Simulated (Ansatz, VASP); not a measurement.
# Ta3HC4 in VASP and in Ansatz

```
CELL_PARAMETERS angstrom
3.13930 0.00000 0.00000
-1.56965 2.71872 0.00000
0.00000 0.00000 26.68969
ATOMIC_POSITIONS crystal
C 0.33333 0.66667 0.31848
C 0.00000 0.00000 0.41451
C 0.66519 0.33038 0.51046
C 0.33028 0.66056 0.60354
Ta 0.66667 0.33333 0.36649
Ta 0.33495 0.66990 0.46184
Ta 0.99271 0.98542 0.56108
H 0.82736 0.65471 0.62357
```

Alike in both runs: functional PBEsol; k mesh 9 × 9 × 1; occupations gaussian, width 0.1 eV; no spin polarisation.

Ansatz relaxed the structure, and its values are those at the end. VASP's run is a single point on that final structure, the one shown.

|  | VASP | Ansatz |
| --- | --- | --- |
| version | VASP 6.6.1 | Ansatz 0.2.0 |
| potentials or method | VASP PAW PBE potentials, release 64 (C, Ta_pv, H) | scalar-relativistic, plane waves, PAW |
| plane-wave cutoff (eV) | 520 | 420 |
| valence electrons in the cell | 50 | 56 |

VASP gave:

```
gap on the k mesh at the Fermi level (eV) : none
rms of the force components (eV/Å)        : 0.921
```

Task: What did Ansatz give for the same quantities?

Result: gap on the k mesh at the Fermi level (eV): none; rms of the force components (eV/Å): 0.927.

A gap of «none» marks a metal or a gap that the smearing closes. The two sets of potentials don't hold the same shells in valence.

Caveats: the PAW data sets were made with another functional, which shifts forces and pressure a little (VASP). Spin-orbit coupling is left out, which matters for the levels of Ta.
